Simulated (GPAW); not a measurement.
# MoSe2 (P6_3/mmc) in GPAW: notebook

One crystal, MoSe2, is run at these levels: PBEsol+D3(BJ), LDA; tasks: relaxation of cell and atoms.

All numbers are computed with GPAW 26.7.0; they aren't measurements. Logs are shortened: lines on timing, memory, paths and dates and some standing lists are left out, and cuts for length are marked. The log counts tension as positive stress, the text compression.

**1. The crystal as given**

Symmetry: P6_3/mmc, No. 194, hexagonal system. The conventional cell has a = 3.288 Å, b = 3.288 Å, c = 12.900 Å, α = 90.00°, β = 90.00°, γ = 120.00°. Mo (site symmetry -6m2) has 6 Se at 2.49 Å as nearest neighbours. Around Se (site symmetry 3m) lie 3 Mo at 2.49 Å.

**2. Relaxation of cell and atoms, PBEsol+D3(BJ)**

File run.py:

```python
from ase import Atoms
from ase.calculators.mixing import SumCalculator
from ase.filters import FrechetCellFilter
from ase.io import write
from ase.optimize import LBFGS
from dftd3.ase import DFTD3
from gpaw import GPAW, PW, setup_paths

setup_paths.insert(0, '.')

atoms = Atoms(['Mo', 'Mo', 'Se', 'Se', 'Se', 'Se'],
              cell=[[3.288, 0.0, 0.0],
                    [-1.644, 2.8474915276, 0.0],
                    [0.0, 0.0, 12.9]],
              scaled_positions=[[0.6666666667, 0.3333333333, 0.75],
                                [0.3333333333, 0.6666666667, 0.25],
                                [0.6666666667, 0.3333333333, 0.375],
                                [0.3333333333, 0.6666666667, 0.875],
                                [0.6666666667, 0.3333333333, 0.125],
                                [0.3333333333, 0.6666666667, 0.625]],
              pbc=True)

calc = GPAW(mode=PW(600),
            xc='PBEsol',
            kpts={'size': (6, 6, 2), 'gamma': True},
            occupations={'name': 'fermi-dirac', 'width': 0.05},
            nbands=46,
            convergence={'density': 1e-05, 'energy': 1e-05},
            maxiter=150,
            txt='gpaw.txt')
atoms.calc = SumCalculator([calc, DFTD3(method='pbesol', damping='d3bj')])
opt = LBFGS(FrechetCellFilter(atoms), trajectory='relax.traj', logfile='-')
done = opt.run(fmax=0.01, steps=100)
calc.write('gs.gpw')
write('result.traj', atoms)
print('Converged:', done)
print('Cell:', atoms.cell.cellpar().round(4))
print('Volume:', round(atoms.get_volume(), 4))
print(atoms.get_scaled_positions().round(5))
```

Potentials or basis: PAW data sets generated in the run's folder for this functional, pw.

The run is started by

```
gpaw-setup -f PBEsol Mo Se
OMP_NUM_THREADS=1 python run.py
```

gpaw.txt:

```text
__  _  _
 | _ |_)|_||  |
 |__||  | ||/\| - 26.7.0

Input parameters:
  mode=PW(ecut=600.0),
  convergence={'density': 1e-05, 'energy': 1e-05},
  kpts=MonkhorstPack(size=(6, 6, 2), gamma=True),
  maxiter=150,
  nbands=46,
  occupations=Occupations(name='fermi-dirac', width=0.05),
  xc=XC(name='PBEsol')

Diagonalizing LCAO Hamiltonian
Converting LCAO to pw mode

        Se

           Mo

        Se

           Se

        Mo

           Se

Atoms  # Å, Bohr magnetons
|   | symbol |         x |        y |         z |    initial magnetic moments |
|---|--------|-----------|----------|-----------|-----------------------------|
| 0 |     Mo |  1.644000 | 0.949164 |  9.675000 | ( 0.0000,  0.0000,  0.0000) |
| 1 |     Mo | -0.000000 | 1.898328 |  3.225000 | ( 0.0000,  0.0000,  0.0000) |
| 2 |     Se |  1.644000 | 0.949164 |  4.837500 | ( 0.0000,  0.0000,  0.0000) |
| 3 |     Se | -0.000000 | 1.898328 | 11.287500 | ( 0.0000,  0.0000,  0.0000) |
| 4 |     Se |  1.644000 | 0.949164 |  1.612500 | ( 0.0000,  0.0000,  0.0000) |
| 5 |     Se | -0.000000 | 1.898328 |  8.062500 | ( 0.0000,  0.0000,  0.0000) |

Unit cell  # Å
| periodic |         x |        y |         z |   lengths |     angles |
|----------|-----------|----------|-----------|-----------|------------|
|      yes |  3.288000 | 0.000000 |  0.000000 |  3.288000 |  90.000000 |
|      yes | -1.644000 | 2.847492 |  0.000000 |  3.288000 |  90.000000 |
|      yes |  0.000000 | 0.000000 | 12.900000 | 12.900000 | 120.000000 |

Number of symmetries: 12
Symmetry operations  # r_c * U_cc + t_c -> r_c
|    | kind |            matrix            |
|----|------|------------------------------|
|  0 |  σ   |  1, 1, 0,  0,-1, 0,  0, 0, 1 |
|  1 |  S6  |  1, 1, 0, -1, 0, 0,  0, 0,-1 |
|  2 |  E   |  1, 0, 0,  0, 1, 0,  0, 0, 1 |
|  3 |  C2  |  1, 0, 0, -1,-1, 0,  0, 0,-1 |
|  4 |  C2  |  0, 1, 0,  1, 0, 0,  0, 0,-1 |
|  5 |  C3  |  0, 1, 0, -1,-1, 0,  0, 0, 1 |
|  6 |  S6  |  0,-1, 0,  1, 1, 0,  0, 0,-1 |
|  7 |  σ   |  0,-1, 0, -1, 0, 0,  0, 0, 1 |
|  8 |  σ   | -1, 0, 0,  1, 1, 0,  0, 0, 1 |
|  9 |  i   | -1, 0, 0,  0,-1, 0,  0, 0,-1 |
| 10 |  C3  | -1,-1, 0,  1, 0, 0,  0, 0, 1 |
| 11 |  C2  | -1,-1, 0,  0, 1, 0,  0, 0,-1 |

BZ-sampling:
  Number of BZ points: 72
  Number of IBZ points: 14

  Monkhorst-Pack size: [6, 6, 2]
  Monkhorst-Pack shift: [0.08333333333333333, 0.08333333333333333, 0.25]

K-points  # in reciprocal-cell coordinates
|     |                                coordinates |     weight |
|-----|--------------------------------------------|------------|
|   0 | (  0.00000000,   0.00000000,   0.00000000) | 0.01388889 |
|   1 | (  0.00000000,   0.00000000,   0.50000000) | 0.01388889 |
|   2 | (  0.16666667,   0.00000000,   0.00000000) | 0.08333333 |
|   3 | (  0.16666667,   0.00000000,   0.50000000) | 0.08333333 |
|   4 | (  0.33333333,  -0.16666667,   0.00000000) | 0.08333333 |
|   5 | (  0.33333333,  -0.16666667,   0.50000000) | 0.08333333 |
|   6 | (  0.33333333,   0.00000000,   0.00000000) | 0.08333333 |
|   7 | (  0.33333333,   0.00000000,   0.50000000) | 0.08333333 |
|   8 | (  0.33333333,   0.33333333,   0.00000000) | 0.02777778 |
|   9 | (  0.33333333,   0.33333333,   0.50000000) | 0.02777778 |
| ... |                                            |            |
|  13 | (  0.50000000,   0.50000000,   0.50000000) | 0.04166667 |

Plane wave coefficients: 4083
Cutoff: 600.0 eV
[... 660 lines left out ...]
Fermi level: 8.627
Eigenvalues  # (at kpt = [0.000, 0.000, 0.000])
| band index |      eig [eV] | occ [0-2] |
|------------|---------------|-----------|
|          0 |       -52.859 |     2.000 |
|        ... |               |           |
|         18 |         5.741 |     2.000 |
|         19 |         6.733 |     2.000 |
|         20 |         6.733 |     2.000 |
|         21 |         6.778 |     2.000 |
|         22 |         6.778 |     2.000 |
|         23 |         7.115 |     2.000 |
[... 8 lines left out ...]
|         32 |        11.180 |     0.000 |
|         33 |        11.180 |     0.000 |
|        ... |               |           |
|         45 |        20.651 |     0.000 |

Gap: 0.831 eV
Transition (v -> c):
  (s=0, k=0, n=25, [0.00, 0.00, 0.00]) -> (s=0, k=4, n=26, [0.33, -0.17, 0.00])
Direct/indirect transitions are different
Direct gap: 1.449 eV
Transition at: (s=0, k=8, n=25, [0.33, 0.33, 0.00])

Stress tensor  # eV/Ang^3
|        x |        y |         z |
|----------|----------|-----------|
| 0.002497 | 0.000000 |  0.000000 |
| 0.000000 | 0.002497 |  0.000000 |
| 0.000000 | 0.000000 | -0.001338 |

Forces  # eV/Ang
|        x |        y |        z |
|----------|----------|----------|
| -0.00000 |  0.00000 |  0.00001 |  # Mo   0
|  0.00000 | -0.00000 | -0.00001 |  # Mo   1
|  0.00000 |  0.00000 | -0.01724 |  # Se   2
|  0.00000 | -0.00000 | -0.01727 |  # Se   3
|  0.00000 |  0.00000 |  0.01727 |  # Se   4
| -0.00000 | -0.00000 |  0.01724 |  # Se   5

Interpolating wave functions to new cell

        Se

           Mo

        Se

           Se

        Mo

           Se

Atoms  # Å, Bohr magnetons
|   | symbol |         x |        y |         z |    initial magnetic moments |
|---|--------|-----------|----------|-----------|-----------------------------|
| 0 |     Mo |  1.634130 | 0.943466 |  9.697219 | ( 0.0000,  0.0000,  0.0000) |
| 1 |     Mo | -0.000000 | 1.886931 |  3.232406 | ( 0.0000,  0.0000,  0.0000) |
| 2 |     Se |  1.634130 | 0.943466 |  4.902330 | ( 0.0000,  0.0000,  0.0000) |
| 3 |     Se | -0.000000 | 1.886931 | 11.367142 | ( 0.0000,  0.0000,  0.0000) |
| 4 |     Se |  1.634130 | 0.943466 |  1.562483 | ( 0.0000,  0.0000,  0.0000) |
| 5 |     Se | -0.000000 | 1.886931 |  8.027295 | ( 0.0000,  0.0000,  0.0000) |

Unit cell  # Å
| periodic |         x |         y |         z |   lengths |     angles |
|----------|-----------|-----------|-----------|-----------|------------|
|      yes |  3.268260 | -0.000000 | -0.000000 |  3.268260 |  90.000000 |
|      yes | -1.634130 |  2.830397 |  0.000000 |  3.268260 |  90.000000 |
|      yes | -0.000000 |  0.000000 | 12.929624 | 12.929624 | 120.000000 |

Number of symmetries: 12
Symmetry operations  # r_c * U_cc + t_c -> r_c
|    | kind |            matrix            |
|----|------|------------------------------|
|  0 |  σ   |  1, 1, 0,  0,-1, 0,  0, 0, 1 |
|  1 |  S6  |  1, 1, 0, -1, 0, 0,  0, 0,-1 |
|  2 |  E   |  1, 0, 0,  0, 1, 0,  0, 0, 1 |
|  3 |  C2  |  1, 0, 0, -1,-1, 0,  0, 0,-1 |
|  4 |  C2  |  0, 1, 0,  1, 0, 0,  0, 0,-1 |
|  5 |  C3  |  0, 1, 0, -1,-1, 0,  0, 0, 1 |
|  6 |  S6  |  0,-1, 0,  1, 1, 0,  0, 0,-1 |
|  7 |  σ   |  0,-1, 0, -1, 0, 0,  0, 0, 1 |
[... 167 lines left out ...]
Fermi level: 8.666
Eigenvalues  # (at kpt = [0.000, 0.000, 0.000])
| band index |      eig [eV] | occ [0-2] |
|------------|---------------|-----------|
|          0 |       -52.791 |     2.000 |
|        ... |               |           |
|         18 |         5.845 |     2.000 |
|         19 |         6.832 |     2.000 |
|         20 |         6.832 |     2.000 |
|         21 |         6.879 |     2.000 |
|         22 |         6.879 |     2.000 |
|         23 |         7.139 |     2.000 |
[... 8 lines left out ...]
|         32 |        11.248 |     0.000 |
|         33 |        11.248 |     0.000 |
|        ... |               |           |
|         45 |        20.728 |     0.000 |

Gap: 0.826 eV
Transition (v -> c):
  (s=0, k=0, n=25, [0.00, 0.00, 0.00]) -> (s=0, k=4, n=26, [0.33, -0.17, 0.00])
Direct/indirect transitions are different
Direct gap: 1.473 eV
Transition at: (s=0, k=8, n=25, [0.33, 0.33, 0.00])

Stress tensor  # eV/Ang^3
|        x |         y |         z |
|----------|-----------|-----------|
| 0.001236 |  0.000000 |  0.000000 |
| 0.000000 |  0.001236 | -0.000000 |
| 0.000000 | -0.000000 |  0.003002 |

Forces  # eV/Ang
|        x |        y |        z |
|----------|----------|----------|
| -0.00000 |  0.00000 | -0.00005 |  # Mo   0
|  0.00000 | -0.00000 |  0.00005 |  # Mo   1
|  0.00000 |  0.00000 | -0.10726 |  # Se   2
|  0.00000 | -0.00000 | -0.10729 |  # Se   3
| -0.00000 |  0.00000 |  0.10729 |  # Se   4
| -0.00000 | -0.00000 |  0.10726 |  # Se   5

Interpolating wave functions to new cell

        Se

           Mo

        Se

           Se

        Mo

           Se

Atoms  # Å, Bohr magnetons
|   | symbol |         x |        y |         z |    initial magnetic moments |
|---|--------|-----------|----------|-----------|-----------------------------|
| 0 |     Mo |  1.617959 | 0.934129 |  9.649616 | ( 0.0000,  0.0000,  0.0000) |
| 1 |     Mo | -0.000000 | 1.868258 |  3.216541 | ( 0.0000,  0.0000,  0.0000) |
| 2 |     Se |  1.617959 | 0.934129 |  4.906470 | ( 0.0000,  0.0000,  0.0000) |
| 3 |     Se | -0.000000 | 1.868258 | 11.339546 | ( 0.0000,  0.0000,  0.0000) |
| 4 |     Se |  1.617959 | 0.934129 |  1.526611 | ( 0.0000,  0.0000,  0.0000) |
| 5 |     Se | -0.000000 | 1.868258 |  7.959688 | ( 0.0000,  0.0000,  0.0000) |

Unit cell  # Å
| periodic |         x |         y |         z |   lengths |     angles |
|----------|-----------|-----------|-----------|-----------|------------|
|      yes |  3.235918 | -0.000000 | -0.000000 |  3.235918 |  90.000000 |
|      yes | -1.617959 |  2.802388 |  0.000000 |  3.235918 |  90.000000 |
|      yes | -0.000000 |  0.000000 | 12.866157 | 12.866157 | 120.000000 |

Number of symmetries: 12
Symmetry operations  # r_c * U_cc + t_c -> r_c
|    | kind |            matrix            |
|----|------|------------------------------|
|  0 |  σ   |  1, 1, 0,  0,-1, 0,  0, 0, 1 |
|  1 |  S6  |  1, 1, 0, -1, 0, 0,  0, 0,-1 |
|  2 |  E   |  1, 0, 0,  0, 1, 0,  0, 0, 1 |
|  3 |  C2  |  1, 0, 0, -1,-1, 0,  0, 0,-1 |
|  4 |  C2  |  0, 1, 0,  1, 0, 0,  0, 0,-1 |
|  5 |  C3  |  0, 1, 0, -1,-1, 0,  0, 0, 1 |
|  6 |  S6  |  0,-1, 0,  1, 1, 0,  0, 0,-1 |
|  7 |  σ   |  0,-1, 0, -1, 0, 0,  0, 0, 1 |
[... 2512 lines left out ...]
|         19 |         7.855 |     2.000 |
|         20 |         7.855 |     2.000 |
|         21 |         7.946 |     2.000 |
|         22 |         7.946 |     2.000 |
|         23 |         8.003 |     2.000 |
[... 8 lines left out ...]
|         32 |        12.436 |     0.000 |
|         33 |        12.436 |     0.000 |
|        ... |               |           |
|         45 |        21.450 |     0.000 |

Gap: 0.560 eV
Transition (v -> c):
  (s=0, k=0, n=25, [0.00, 0.00, 0.00]) -> (s=0, k=4, n=26, [0.33, -0.17, 0.00])
Direct/indirect transitions are different
Direct gap: 1.527 eV
Transition at: (s=0, k=8, n=25, [0.33, 0.33, 0.00])

Stress tensor  # eV/Ang^3
|         x |         y |         z |
|-----------|-----------|-----------|
| -0.025508 | -0.000000 |  0.000000 |
| -0.000000 | -0.025508 |  0.000000 |
|  0.000000 |  0.000000 | -0.026115 |

Forces  # eV/Ang
|        x |        y |        z |
|----------|----------|----------|
| -0.00000 |  0.00000 | -0.00005 |  # Mo   0
| -0.00000 | -0.00000 |  0.00005 |  # Mo   1
|  0.00000 |  0.00000 | -0.01551 |  # Se   2
| -0.00000 | -0.00000 | -0.01556 |  # Se   3
|  0.00000 |  0.00000 |  0.01556 |  # Se   4
| -0.00000 | -0.00000 |  0.01551 |  # Se   5

# Writing to gs.gpw (mode='')
```

Wall time 5 min (1 thread of Intel Xeon 6975P-C (Granite Rapids), shared host); peak memory 0.38 GiB.

What came out:

| Quantity | Value |
| --- | --- |
| Free energy | -46.5534 eV |
| Relaxed volume | 18.54 Å³/atom |
| Relaxed cell | a = 3.228 Å, b = 3.228 Å, c = 12.332 Å, α = 90.00°, β = 90.00°, γ = 120.00° |
| Space group after relaxing (to 0.05 Å) | P6_3/mmc (No. 194) |
| Energy gained by relaxing | 33.9 meV/atom |
| Ionic steps | 14 |
| Pressure after relaxing | 0.0 GPa |
| Band gap on the k mesh | 0.56 eV, indirect (least direct gap 1.53 eV) |
| Dispersion energy per atom | -0.464 eV |

The path:
```tsv
step	energy change (eV)	largest force (eV/Å)	pressure (GPa)	volume (Å³)
1	0.0000	0.8152	-0.38	120.78
2	-0.0369	0.5808	-1.40	120.74
3	-0.0904	0.0000	-3.72	120.18
4	-0.1024	0.0902	-3.85	119.61
5	-0.1420	0.2470	-3.06	116.67
6	-0.1601	0.1676	-1.53	114.63
7	-0.1678	0.0003	-0.17	113.63
8	-0.1702	0.0792	0.23	113.51
9	-0.1739	0.1587	0.56	113.36
10	-0.1818	0.2480	0.94	112.92
11	-0.1931	0.2740	1.11	112.01
12	-0.2006	0.1684	0.74	111.28
13	-0.2033	0.0437	0.17	111.21
14	-0.2037	0.0010	-0.01	111.25
```

Final structure:
```
CELL_PARAMETERS angstrom
3.22754 0.00000 0.00000
-1.61377 2.79513 0.00000
0.00000 0.00000 12.33205
ATOMIC_POSITIONS crystal
Mo 0.66667 0.33333 0.75000
Mo 0.33333 0.66667 0.25000
Se 0.66667 0.33333 0.38543
Se 0.33333 0.66667 0.88543
Se 0.66667 0.33333 0.11457
Se 0.33333 0.66667 0.61457
```

Levels at points of the mesh, in eV from the valence-band top:
| k point | band 23 | band 24 | band 25 | band 26 | band 27 | band 28 | band 29 | band 30 |
| --- | --- | --- | --- | --- | --- | --- | --- | --- |
| (0.00, 0.00, 0.00) | -1.54 | -1.48 | -0.51 | 0.00 | 2.46 | 2.46 | 2.58 | 2.58 |
| (0.00, 0.00, 0.50) | -1.58 | -1.58 | -0.13 | -0.13 | 2.47 | 2.47 | 2.47 | 2.47 |
| (0.50, 0.50, 0.00) | -1.46 | -1.33 | -1.30 | -0.85 | 1.56 | 1.63 | 1.70 | 2.23 |
| (0.50, 0.50, 0.50) | -1.35 | -1.35 | -1.09 | -1.09 | 1.59 | 1.59 | 1.99 | 1.99 |

Caveat: the k mesh is coarse; later steps reuse the first step's grids. A k mesh can miss the band edges.

**3. Relaxation of cell and atoms, LDA**

File run.py:

```python
from ase.filters import FrechetCellFilter
from ase.io import read, write
from ase.optimize import FIRE
from gpaw import GPAW, PW

atoms = read('POSCAR')

calc = GPAW(mode=PW(600),
            xc='LDA',
            kpts={'size': (6, 6, 2), 'gamma': True},
            occupations={'name': 'fermi-dirac', 'width': 0.05},
            nbands=46,
            convergence={'density': 1e-06, 'energy': 1e-06, 'eigenstates': 1e-10},
            maxiter=150,
            txt='gpaw.txt')
atoms.calc = calc
opt = FIRE(FrechetCellFilter(atoms), trajectory='relax.traj', logfile='-')
done = opt.run(fmax=0.05, steps=100)
calc.write('gs.gpw')
write('result.traj', atoms)
print('Converged:', done)
print('Cell:', atoms.cell.cellpar().round(4))
print('Volume:', round(atoms.get_volume(), 4))
print(atoms.get_scaled_positions().round(5))
```

File POSCAR:

```
MoSe2
1.0
    3.2880000000      0.0000000000      0.0000000000
   -1.6440000000      2.8474915276      0.0000000000
    0.0000000000      0.0000000000     12.9000000000
Mo Se
2 4
Direct
    0.6666666667      0.3333333333      0.7500000000
    0.3333333333      0.6666666667      0.2500000000
    0.6666666667      0.3333333333      0.3750000000
    0.3333333333      0.6666666667      0.8750000000
    0.6666666667      0.3333333333      0.1250000000
    0.3333333333      0.6666666667      0.6250000000
```

Potentials or basis: the program's PAW data sets (release 1.2.1) made for this functional, pw.

The run is started by

```
OMP_NUM_THREADS=1 python run.py
```

Run time: 10 min. Hardware: 1 thread of Intel Xeon 6975P-C (Granite Rapids), shared host; peak memory 0.47 GiB.

Results (log left out):

| Quantity | Value |
| --- | --- |
| Free energy | -46.0891 eV |
| Relaxed volume | 19.55 Å³/atom |
| Relaxed cell | a = 3.244 Å, b = 3.244 Å, c = 12.874 Å, α = 90.00°, β = 90.00°, γ = 120.00° |
| Space group after relaxing (to 0.05 Å) | P6_3/mmc (No. 194) |
| Energy gained by relaxing | 10.7 meV/atom |
| Ionic steps | 29 |
| Pressure after relaxing | -0.1 GPa |
| Largest force after relaxing | 0.020 eV/Å |
| Band gap on the k mesh | 0.81 eV, indirect (least direct gap 1.52 eV) |

Forces on the atoms (eV/Å):
```
Mo   0.000  0.000  0.000
Mo   0.000  0.000  0.000
Se   0.000  0.000  0.020
Se   0.000  0.000  0.020
Se   0.000  0.000 -0.020
Se   0.000  0.000 -0.020
```

Stress tensor (GPa, compression positive):
```
 0.11  0.00  0.00
 0.00  0.11  0.00
 0.00  0.00 -0.40
```

Step by step:
```csv
step,energy change (eV),largest force (eV/Å),pressure (GPa),volume (Å³)
1,0.0000,0.5495,0.27,120.78
2,-0.0133,0.4319,-0.25,120.80
3,-0.0300,0.2307,-1.12,120.79
4,-0.0400,0.0041,-2.04,120.68
5,-0.0427,0.1707,-2.60,120.33
6,-0.0438,0.1575,-2.51,120.28
7,-0.0457,0.1317,-2.34,120.18
8,-0.0481,0.0950,-2.10,120.04
9,-0.0507,0.0495,-1.79,119.86
10,-0.0530,0.0013,-1.44,119.65
11,-0.0548,0.0529,-1.06,119.40
12,-0.0560,0.0991,-0.70,119.14
13,-0.0570,0.1370,-0.36,118.86
14,-0.0580,0.1589,-0.08,118.55
15,-0.0594,0.1584,0.11,118.25
16,-0.0612,0.1308,0.16,117.95
17,-0.0629,0.0751,0.07,117.68
18,-0.0636,0.0029,-0.13,117.41
19,-0.0636,0.0022,-0.13,117.41
20,-0.0636,0.0008,-0.12,117.40
21,-0.0636,0.0013,-0.12,117.40
22,-0.0637,0.0038,-0.10,117.39
23,-0.0637,0.0066,-0.09,117.38
24,-0.0638,0.0096,-0.08,117.37
25,-0.0639,0.0126,-0.07,117.36
26,-0.0640,0.0155,-0.06,117.35
27,-0.0641,0.0180,-0.05,117.33
28,-0.0642,0.0198,-0.05,117.32
29,-0.0644,0.0204,-0.06,117.30
```

Final structure:
```cif
data_structure
_symmetry_space_group_name_H-M 'P 1'
_symmetry_Int_Tables_number 1
_cell_length_a 3.2436
_cell_length_b 3.2436
_cell_length_c 12.8736
_cell_angle_alpha 90.000
_cell_angle_beta 90.000
_cell_angle_gamma 120.000
_cell_volume 117.30
loop_
_atom_site_label
_atom_site_type_symbol
_atom_site_fract_x
_atom_site_fract_y
_atom_site_fract_z
_atom_site_occupancy
Mo1 Mo 0.66667 0.33333 0.75000 1
Mo2 Mo 0.33333 0.66667 0.25000 1
Se1 Se 0.66667 0.33333 0.37872 1
Se2 Se 0.33333 0.66667 0.87872 1
Se3 Se 0.66667 0.33333 0.12128 1
Se4 Se 0.33333 0.66667 0.62128 1
```

Levels at points of the mesh, in eV from the valence-band top:
```csv
k point,band 23,band 24,band 25,band 26,band 27,band 28,band 29,band 30
"(0.00, 0.00, 0.00)",-1.47,-1.22,-0.82,0.00,2.63,2.63,2.69,2.69
"(0.00, 0.00, 0.50)",-1.49,-1.49,-0.20,-0.20,2.64,2.64,2.64,2.64
"(0.50, 0.50, 0.00)",-1.20,-1.12,-1.09,-0.83,1.66,1.71,1.88,2.26
"(0.50, 0.50, 0.50)",-1.15,-1.15,-0.96,-0.96,1.68,1.68,2.09,2.09
```

Caveat: the k mesh is coarse; later steps reuse the first step's grids.
